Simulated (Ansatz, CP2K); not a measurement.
This is a calculation of TiO for Ansatz 0.2.0. The cell comes from a database or a generator and needn't be the stable form of this composition.

File input.yaml:

```yaml
crystal:
  lattice:
    - [3.00939, 0.0, 0.0]
    - [0.0, 3.00939, 0.0]
    - [0.0, 0.0, 3.68042]
  atoms:
    - { symbol: Ti, position: [0.0, 0.0, 0.0] }
    - { symbol: O, position: [0.0, 0.0, 0.5] }
hamiltonian:
  xc: pbe
  pseudopotentials: { kind: paw, azcp: { folder: soft_1 } }
kpoints:
  mp_grid: { grid: [9, 9, 7] }
scf:
  occupations: { method: fermi_dirac, width: 0.05 }
output:
  forces: true
  stress: true
  eigenvalues: true
```

Potentials or basis: Ansatz PAW soft_1.

The run is started by

```console
$ ansatz run input.yaml --threads 1 --pin off --max-ram 3584MiB --backend cpu --events-out ev --progress --plain --runs-dir out
```

Problem. Translate it to CP2K 2026.2. Potentials or basis there: POTENTIAL_UZH Ti GTH-PBE-q12, O GTH-PBE-q6; TZVP-MOLOPT-PBE-GTH basis.

Solution. As run (cutoffs and basis follow the program's own potentials, and thresholds, step limits or extra output files can differ):

Contents of tio_scf.inp:

```
&GLOBAL
  PROJECT tio_scf
  RUN_TYPE ENERGY_FORCE
  PRINT_LEVEL LOW
&END GLOBAL
&FORCE_EVAL
  METHOD QS
  STRESS_TENSOR ANALYTICAL
  &DFT
    BASIS_SET_FILE_NAME BASIS_MOLOPT_UZH
    POTENTIAL_FILE_NAME POTENTIAL_UZH
    &MGRID
      CUTOFF 600
      REL_CUTOFF 60
      NGRIDS 5
    &END MGRID
    &QS
      METHOD GPW
      EPS_DEFAULT 1.0E-10
    &END QS
    &KPOINTS
      SCHEME MONKHORST-PACK 9 9 7
      GAMMA_CENTERED T
      SYMMETRY T
      SYMMETRY_BACKEND SPGLIB
    &END KPOINTS
    &SCF
      SCF_GUESS ATOMIC
      EPS_SCF 1.0E-6
      MAX_SCF 100
      ADDED_MOS 13
      CHOLESKY OFF
      EPS_EIGVAL 1.0E-7
      &DIAGONALIZATION ON
        ALGORITHM STANDARD
      &END DIAGONALIZATION
      &MIXING ON
        METHOD BROYDEN_MIXING
        ALPHA 0.4
        BETA 1.5
        NBUFFER 8
      &END MIXING
      &SMEAR ON
        METHOD FERMI_DIRAC
        ELECTRONIC_TEMPERATURE [K] 580.226
      &END SMEAR
    &END SCF
    &XC
      &XC_FUNCTIONAL PBE
      &END XC_FUNCTIONAL
    &END XC
    &PRINT
      &KPOINTS ON
      &END KPOINTS
      &MULLIKEN ON
      &END MULLIKEN
      &MO ON
        ENERGIES T
        OCCUPATION_NUMBERS T
        &EACH
          QS_SCF 0
        &END EACH
        ADD_LAST NUMERIC
      &END MO
      &LOWDIN ON
      &END LOWDIN
      &HIRSHFELD ON
        SHAPE_FUNCTION DENSITY
      &END HIRSHFELD
    &END PRINT
  &END DFT
  &SUBSYS
    &CELL
      A 3.0093900000 0.0000000000 0.0000000000
      B 0.0000000000 3.0093900000 0.0000000000
      C 0.0000000000 0.0000000000 3.6804200000
      PERIODIC XYZ
    &END CELL
    &COORD
      SCALED
      Ti  0.0000000000 0.0000000000 0.0000000000
      O   0.0000000000 0.0000000000 0.5000000000
    &END COORD
    &KIND Ti
      BASIS_SET TZVP-MOLOPT-PBE-GTH-q12
      POTENTIAL GTH-PBE-q12
    &END KIND
    &KIND O
      BASIS_SET TZVP-MOLOPT-PBE-GTH-q6
      POTENTIAL GTH-PBE-q6
    &END KIND
    &PRINT
      &ATOMIC_COORDINATES ON
      &END ATOMIC_COORDINATES
      &CELL ON
      &END CELL
    &END PRINT
  &END SUBSYS
  &PRINT
    &FORCES ON
    &END FORCES
    &STRESS_TENSOR ON
    &END STRESS_TENSOR
  &END PRINT
&END FORCE_EVAL
```

Potentials or basis: POTENTIAL_UZH Ti GTH-PBE-q12, O GTH-PBE-q6; TZVP-MOLOPT-PBE-GTH basis.

Launch:

```bash
$ OMP_NUM_THREADS=1 cp2k.psmp -i tio_scf.inp -o tio_scf.out
```

Both were run:

|  | Ansatz | CP2K |
| --- | --- | --- |
| Pressure | 0.1 GPa | 0.7 GPa |

Ansatz's pressure holds a Pulay term of +0.21 GPa for its cutoff of 420 eV, which the other run lacks.

Where Ansatz's input types no cutoff or centring, it takes its own default and a Γ-centred mesh.

Pressure is positive in compression.
